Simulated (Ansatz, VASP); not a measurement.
**Two plane-wave programs on AlN**

```
CELL_PARAMETERS angstrom
0.00000 1.96237 1.96237
1.96237 0.00000 1.96237
1.96237 1.96237 0.00000
ATOMIC_POSITIONS crystal
Al 0.50000 0.50000 0.50000
N 0.00000 0.00000 0.00000
```

Alike in both runs: task single point; functional PBEsol; k mesh 10 × 10 × 10; occupations gaussian, width 0.02 eV; no spin polarisation.

|  | VASP | Ansatz |
| --- | --- | --- |
| version | VASP 6.6.1 | Ansatz 0.2.0 |
| potentials or method | VASP PAW PBE potentials, release 64 (Al, N) | scalar-relativistic, plane waves, PAW |
| plane-wave cutoff (eV) | 520 | 420 |
| valence electrons in the cell | 8 | 8 |

VASP gave:

```
gap on the k mesh at the Fermi level (eV) : 4.96
least direct gap on the mesh (eV)         : 7.01
pressure (GPa)                            : 28.5
```

Q: Estimate Ansatz's values.

A: gap on the k mesh at the Fermi level (eV): 4.97; least direct gap on the mesh (eV): 6.98; pressure (GPa): 28.5.

Caveats: so large a pressure means that the cell lies far from this level's equilibrium, or that cutoff or potentials fall short (VASP); the potentials were made for another functional, which shifts forces and pressure (VASP). A k mesh can miss the band edges.
